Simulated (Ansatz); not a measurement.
# Si2Mo (I4/mmm) in Ansatz: further runs

Runs on Si2Mo. Level: r2SCAN. Tasks: single point, equation of state.

Everything below comes from runs of Ansatz 0.2.0. Logs are shortened: lines on timing, memory, paths and dates and some standing lists are left out, and cuts for length are marked.

### 1 The crystal as given

The structure is tetragonal, space group I4/mmm (No. 139). The conventional cell has a = 3.200 Å, b = 3.200 Å, c = 7.861 Å, α = 90.00°, β = 90.00°, γ = 90.00°. Mo (site symmetry 4/mmm) has 10 Si at 2.62 Å as nearest neighbours. Around Si (site symmetry 4mm) lie 5 Si at 2.61 to 2.63 Å and 5 Mo at 2.62 Å.

### 2 Single point, r2SCAN, 12.61 Å³/atom (volume scaled by 0.94)

input.yaml reads:

```yaml
crystal:
  lattice:
    - [-1.5673377739, 1.5673377739, 3.8502632003]
    - [1.5673377739, -1.5673377739, 3.8502632003]
    - [1.5673377739, 1.5673377739, -3.8502632003]
  atoms:
    - { symbol: Mo, position: [0.0, 0.0, 0.0] }
    - { symbol: Si, position: [0.667, 0.667, 0.0] }
    - { symbol: Si, position: [0.333, 0.333, 0.0] }
hamiltonian:
  xc: r2scan
  pseudopotentials: { kind: paw }
kpoints:
  mp_grid: { grid: [12, 12, 12] }
scf:
  occupations: { method: fermi_dirac, width: 0.05 }
output:
  forces: true
  stress: true
  eigenvalues: true
  write_density: true
  write_potential: true
  elf: true
  volumetric_format: npy
```

Potentials or basis: Ansatz PAW.

Run with:

```sh
$ ansatz run input.yaml --threads 2 --pin off --max-ram 5632MiB --backend cpu --events-out ev --progress --plain --runs-dir out
```

Output:

```text
Warning: RAYON_NUM_THREADS=2 ignored (pool sized by the plan → 2); use --threads N
Engine: ansatz 0.2.0, x86_64-unknown-linux-gnu
Pseudopotentials: kind: paw
Pseudopotential: Mo, paw, valence charge 14, recommended cutoff 500 eV (meta_gga), Mo.paw.azcp
Pseudopotential: Si, paw, valence charge 4, recommended cutoff 500 eV (meta_gga), Si.paw.azcp
Functional definition: r2SCAN
  parameter k0 = 0.174
  parameter k1 = 0.065
  parameter a1 = 4.9479
  exchange = r2scan_x(k0 = k0, k1 = k1, a1 = a1)
  correlation = r2scan_c
Crystal: 3 atoms, lattice volume = 37.833 Å³
Basis set: ecut = 500 eV, 943 PW (Γ), exchange–correlation on 144×144×144 points (64 copies of the dense FFT grid, shifted against one another)
Bands: 15, of which v1, the nominal top of the filled ones, is band 11 counted from 1 (10 counted from 0)
Symmetry: 16 space group operations
Space group: I4/mmm (ITA 139), of the structure as read, at distance tolerance 3.4e-5 Å
k-points: 163 of 1728
Non-local potential: Mo, projectors of the file, l = 0: 3, l = 1: 2, l = 2: 2, l = 3: 1
Non-local potential: Si, projectors of the file, l = 0: 2, l = 1: 2, l = 2: 2
PAW form: soft (Blöchl's): semilocal exchange-correlation on the pseudo side does not see the compensation charge
PAW frozen core: Mo, regenerated for the run's functional (the file was generated under x = pbe(κ = 0.804, μ = 0.2195149727645171), c = pbe(β = 0.06672455060314922))
PAW frozen core: Si, regenerated for the run's functional (the file was generated under x = pbe(κ = 0.804, μ = 0.2195149727645171), c = pbe(β = 0.06672455060314922))
PAW one-centre angular grid: Mo, 590 points (default); XC on 160 Gauss nodes
PAW one-centre angular grid: Si, 302 points (default); XC on 160 Gauss nodes
Initial density: superposition of atomic densities (neutral atoms: chi_scale 0, normalization atom), corrected by the library's trained network
Initial wavefunctions: pseudopotential atomic-orbital guess
Functional: x = r2scan, c = r2scan; τ floored in thin density (d = 2e-4 eV/Å³)
SCF iter   1: F=—  HF=-6247.008654 eV  |F-HF|=—  |Δ(HF+E_count)|=         —  Δρ=8.14e-3  dr2=1.84e-2  dr2_τ=4.36e-2  ethr=1.77e-3  ⟨swp⟩=5.8  Hψ=13979  notcnv=0
preconditioner: auto → none  [insulator: Δε(μ)=0.120 eV  Ē_g=8.660 eV  σ=0.050 eV  W_gap=0.51  n_scr=10 (ndim 8)  ℏωp=22.6 eV  f_vac=0.000  D(μ)=0.25/eV (n_scr^D=0)  ε∞_Penn≈7.8]
SCF iter   2: F=—  HF=-6247.047296 eV  |F-HF|=—  |Δ(HF+E_count)|=   3.86e-2  Δρ=4.12e-3  dr2=4.77e-3  dr2_τ=3.10e-4  ethr=8.37e-5  ⟨swp⟩=2.0  Hψ=5567  notcnv=0
SCF iter   3: F=—  HF=-6247.048319 eV  |F-HF|=—  |Δ(HF+E_count)|=   1.02e-3  Δρ=2.85e-3  dr2=5.37e-3  dr2_τ=3.99e-4  ethr=2.17e-5  ⟨swp⟩=2.0  Hψ=3931  notcnv=0
SCF iter   4: F=—  HF=-6247.047410 eV  |F-HF|=—  |Δ(HF+E_count)|=   9.09e-4  Δρ=6.33e-4  dr2=1.08e-4  dr2_τ=2.67e-5  ethr=2.17e-5  ⟨swp⟩=2.6  Hψ=3784  notcnv=0
SCF iter   5: F=—  HF=-6247.047412 eV  |F-HF|=—  |Δ(HF+E_count)|=   1.85e-6  Δρ=2.00e-4  dr2=5.37e-6  dr2_τ=4.86e-7  ethr=4.89e-7  ⟨swp⟩=2.4  Hψ=3753  notcnv=0
SCF iter   6: F=—  HF=-6247.047420 eV  |F-HF|=—  |Δ(HF+E_count)|=   8.02e-6  Δρ=3.18e-5  dr2=1.77e-7  dr2_τ=6.21e-9  ethr=2.44e-8  ⟨swp⟩=2.4  Hψ=4068  notcnv=0
SCF iter   7: F=-6247.047420 eV  HF=-6247.047420 eV  |F-HF|=3.51e-9  |Δ(HF+E_count)|=   6.30e-7  Δρ=4.08e-6  dr2=8.39e-9  dr2_τ=1.63e-9  ethr=4.55e-10  ⟨swp⟩=9.7  Hψ=17523  notcnv=0
SCF 1 converged in 7 iterations: F = -6247.047420 eV  dr2 = 8.39e-9
SCF converged after 7 iterations
Free energy (F): -6247.047420 eV
Harris-Foulkes:  -6247.047420 eV  (|F-HF|=3.51e-9)
Internal energy: -6247.045217 eV  (E = F + TS)
E sigma→0 (E₀):  -6247.046319 eV
Entropy (-TS):   -0.002204 eV (-0.735 meV/atom)
Fermi energy:    17.167742 eV
--- Per-component energies (eV) ---
  E_band       = -38.296288
  E_kinetic    = 536.424674
  E_local      = -1101.369993  (includes V_loc(G=0)·N_el)
  E_nonlocal   = 191.127680
  E_hartree    = 415.244047
  E_xc         = -288.222008
  E_vxc        = -366.396696  (∫ρ·V_xc dr)
  E_paw        = -4256.769877  (= ΣΔE_a)
  E_vpaw       = -150.317465  (= ΣTr[D̂ρ^β])
  E_aug_tail   = 0.000019  (compensation charges beyond the density's cutoff)
  E_vtau       = 21.750348  (kinetic-family band-sum trace: ∫τ·v_τ [+ j·A + Jᵃ·Aᵃ] dr)
  E_ewald      = -1743.105689
  E_core_change = -0.374070  (= ΣΔE_core)
  E_smearing   = -0.002204  (= −TS)
  E_closure    = 0.000000  (closes the sum)
  Σ components = -6247.047420   (vs F -6247.047420, Δ=0.00e0)
--- Forces (eV/Å), atoms counted from 1 ---
  atom   1  Mo    -0.00000000     0.00000000    -0.00000000
  atom   2  Si     0.00000000    -0.00000000    -0.24247849
  atom   3  Si    -0.00000000    -0.00000000     0.24247849
  max |Σ_I F_I| component: 1.25e-16 eV/Å
--- Stress (GPa, compression-positive) ---
       14.109371       0.000000      -0.000000
        0.000000      14.109371      -0.000000
        0.000000       0.000000      13.677149
  P = ⅓ Tr σ = 13.9653 GPa (139.653 kbar)
--- Band table (eV; the first three rows and the last of 163) ---
  k-point 0: bands = ["-45.4192", "-18.9092", "-18.7523", "-18.7523", "2.4428", "10.0442", "13.6819", "13.7722", "14.1517", "14.1517", "17.6025", "20.1836", "20.9925", "21.1878", "21.1878"]
  k-point 1: bands = ["-45.4155", "-18.9043", "-18.7759", "-18.7720", "2.6831", "10.2588", "12.8480", "13.5365", "13.8455", "15.0164", "16.7454", "20.3634", "20.7387", "21.0115", "21.3094"]
  k-point 2: bands = ["-45.4055", "-18.8911", "-18.8376", "-18.8257", "3.3783", "10.7790", "12.0735", "12.3276", "14.0780", "15.1278", "15.5727", "20.0703", "21.0310", "21.2228", "21.5128"]
  k-point 162: bands = ["-45.4181", "-18.9485", "-18.7549", "-18.7549", "4.5222", "6.2293", "13.1871", "14.5991", "16.4876", "16.4876", "16.5886", "16.5886", "17.7650", "22.4084", "23.5038"]
```

Run time: 14 s. Hardware: 2 threads of AMD EPYC (Zen 3), shared host; peak memory 0.64 GiB.

What came out:

- Free energy: -6247.0474 eV
- Pressure: 14.0 GPa
- Largest force: 0.242 eV/Å
- Band gap on the k mesh: none (metal or under the smearing width)

Caveat: the PAW data sets come from PBE, with cores solved anew for the run's functional, which leaves a small shift of forces and pressure.

### 3 Single point, r2SCAN, 12.88 Å³/atom (volume scaled by 0.96)

input.yaml reads:

```yaml
crystal:
  lattice:
    - [-1.5783757276, 1.5783757276, 3.8773786233]
    - [1.5783757276, -1.5783757276, 3.8773786233]
    - [1.5783757276, 1.5783757276, -3.8773786233]
  atoms:
    - { symbol: Mo, position: [0.0, 0.0, 0.0] }
    - { symbol: Si, position: [0.667, 0.667, 0.0] }
    - { symbol: Si, position: [0.333, 0.333, 0.0] }
hamiltonian:
  xc: r2scan
  pseudopotentials: { kind: paw }
kpoints:
  mp_grid: { grid: [12, 12, 12] }
scf:
  occupations: { method: fermi_dirac, width: 0.05 }
output:
  forces: true
  stress: true
  eigenvalues: true
```

Potentials or basis: Ansatz PAW.

Run with:

```sh
$ ansatz run input.yaml --threads 2 --pin off --max-ram 5632MiB --backend cpu --events-out ev --progress --plain --runs-dir out
```

Wall time 9.5 s (2 threads of AMD EPYC (Zen 3), shared host); peak memory 0.5 GiB.

Results (log left out):

```
Free energy            : -6247.1030 eV
Pressure               : 8.3 GPa
Largest force          : 0.283 eV/Å
Band gap on the k mesh : none (metal or under the smearing width)
```

Caveat: the PAW data sets come from PBE, with cores solved anew for the run's functional, which leaves a small shift of forces and pressure.

### 4 Single point, r2SCAN, 13.15 Å³/atom (volume scaled by 0.98)

input.yaml, as its differences from that of step 3:

```diff
@@ -2,5 +2,5 @@
   lattice:
-    - [-1.5783757276, 1.5783757276, 3.8773786233]
-    - [1.5783757276, -1.5783757276, 3.8773786233]
-    - [1.5783757276, 1.5783757276, -3.8773786233]
+    - [-1.5892614214, 1.5892614214, 3.9041200105]
+    - [1.5892614214, -1.5892614214, 3.9041200105]
+    - [1.5892614214, 1.5892614214, -3.9041200105]
   atoms:
```

Run with:

```sh
$ ansatz run input.yaml --threads 2 --pin off --max-ram 5632MiB --backend cpu --events-out ev --progress --plain --runs-dir out
```

Run time: 10 s. Hardware: 2 threads of AMD EPYC (Zen 3), shared host; peak memory 0.5 GiB.

Results (log left out):

| Quantity | Value |
| --- | --- |
| Free energy | -6247.1315 eV |
| Pressure | 3.2 GPa |
| Largest force | 0.321 eV/Å |
| Band gap on the k mesh | none (metal or under the smearing width) |

Caveat: the PAW data sets come from PBE, with cores solved anew for the run's functional, which leaves a small shift of forces and pressure.

### 5 Single point, r2SCAN, 13.42 Å³/atom

input.yaml, as its differences from that of step 4:

```diff
@@ -2,5 +2,5 @@
   lattice:
-    - [-1.5892614214, 1.5892614214, 3.9041200105]
-    - [1.5892614214, -1.5892614214, 3.9041200105]
-    - [1.5892614214, 1.5892614214, -3.9041200105]
+    - [-1.6, 1.6, 3.9305]
+    - [1.6, -1.6, 3.9305]
+    - [1.6, 1.6, -3.9305]
   atoms:
```

Run with:

```sh
$ ansatz run input.yaml --threads 2 --pin off --max-ram 5632MiB --backend cpu --events-out ev --progress --plain --runs-dir out
```

Run time: 9.6 s. Hardware: 2 threads of AMD EPYC (Zen 3), shared host; peak memory 0.5 GiB.

The run converged. Its results:

```yaml
Free_energy: -6247.1357 eV
Pressure: -1.4 GPa
Largest_force: 0.357 eV/Å
Band_gap_on_the_k_mesh: none (metal or under the smearing width)
```

Caveat: the PAW data sets come from PBE, with cores solved anew for the run's functional, which leaves a small shift of forces and pressure.

### 6 Single point, r2SCAN, 13.68 Å³/atom (volume scaled by 1.02)

input.yaml, as its differences from that of step 5:

```diff
@@ -2,5 +2,5 @@
   lattice:
-    - [-1.6, 1.6, 3.9305]
-    - [1.6, -1.6, 3.9305]
-    - [1.6, 1.6, -3.9305]
+    - [-1.6105963353, 1.6105963353, 3.9565305599]
+    - [1.6105963353, -1.6105963353, 3.9565305599]
+    - [1.6105963353, 1.6105963353, -3.9565305599]
   atoms:
```

Potentials or basis: Ansatz PAW.

Run with:

```sh
$ ansatz run input.yaml --threads 2 --pin off --max-ram 5632MiB --backend cpu --events-out ev --progress --plain --runs-dir out
```

Run time: 9.1 s. Hardware: 2 threads of AMD EPYC (Zen 3), shared host; peak memory 0.5 GiB.

The run converged. Its results:

* Free energy: -6247.1181 eV
* Pressure: -5.5 GPa
* Largest force: 0.391 eV/Å
* Band gap on the k mesh: none (metal or under the smearing width)

Caveat: the PAW data sets come from PBE, with cores solved anew for the run's functional, which leaves a small shift of forces and pressure.

### 7 Single point, r2SCAN, 13.95 Å³/atom (volume scaled by 1.04)

input.yaml, as its differences from that of step 6:

```diff
@@ -2,5 +2,5 @@
   lattice:
-    - [-1.6105963353, 1.6105963353, 3.9565305599]
-    - [1.6105963353, -1.6105963353, 3.9565305599]
-    - [1.6105963353, 1.6105963353, -3.9565305599]
+    - [-1.6210550461, 1.6210550461, 3.9822230367]
+    - [1.6210550461, -1.6210550461, 3.9822230367]
+    - [1.6210550461, 1.6210550461, -3.9822230367]
   atoms:
```

Run with:

```sh
$ ansatz run input.yaml --threads 2 --pin off --max-ram 5632MiB --backend cpu --events-out ev --progress --plain --runs-dir out
```

Run time: 10 s. Hardware: 2 threads of AMD EPYC (Zen 3), shared host; peak memory 0.51 GiB.

The run converged. Its results:

```
Free energy            : -6247.0809 eV
Pressure               : -9.2 GPa
Largest force          : 0.423 eV/Å
Band gap on the k mesh : none (metal or under the smearing width)
```

Caveat: the PAW data sets come from PBE, with cores solved anew for the run's functional, which leaves a small shift of forces and pressure.

### 8 Single point, r2SCAN, 14.22 Å³/atom (volume scaled by 1.06)

input.yaml, as its differences from that of step 7:

```diff
@@ -2,5 +2,5 @@
   lattice:
-    - [-1.6210550461, 1.6210550461, 3.9822230367]
-    - [1.6210550461, -1.6210550461, 3.9822230367]
-    - [1.6210550461, 1.6210550461, -3.9822230367]
+    - [-1.6313805159, 1.6313805159, 4.0075881985]
+    - [1.6313805159, -1.6313805159, 4.0075881985]
+    - [1.6313805159, 1.6313805159, -4.0075881985]
   atoms:
```

Run with:

```sh
$ ansatz run input.yaml --threads 2 --pin off --max-ram 5632MiB --backend cpu --events-out ev --progress --plain --runs-dir out
```

Run time: 9.8 s. Hardware: 2 threads of AMD EPYC (Zen 3), shared host; peak memory 0.52 GiB.

Results (log left out):

| Quantity | Value |
| --- | --- |
| Free energy | -6247.0263 eV |
| Pressure | -12.5 GPa |
| Largest force | 0.454 eV/Å |
| Band gap on the k mesh | none (metal or under the smearing width) |

Caveat: the PAW data sets come from PBE, with cores solved anew for the run's functional, which leaves a small shift of forces and pressure.

### 9 Equation of state, r2SCAN

Potentials or basis: Ansatz PAW.

No new run: the results of the series are fitted here.

Results:

```
Equilibrium volume                        : 13.33 Å³/atom
Bulk modulus at fixed shape and positions : 223 GPa
Pressure derivative of the bulk modulus   : 4.4
```

Energy against volume, from the lowest point:
```
volume (Å³/atom)  energy (meV/atom)
          12.611              29.42
          12.879              10.89
          13.148               1.39
          13.416               0.00
          13.684               5.87
          13.953              18.25
          14.221              36.46
```

Caveat: the cell was scaled at fixed shape and fractional positions, which overstates the stiffness of a crystal with free parameters, most of all of layers and chains; the PAW data sets were made with another functional, which shifts forces and pressure a little.
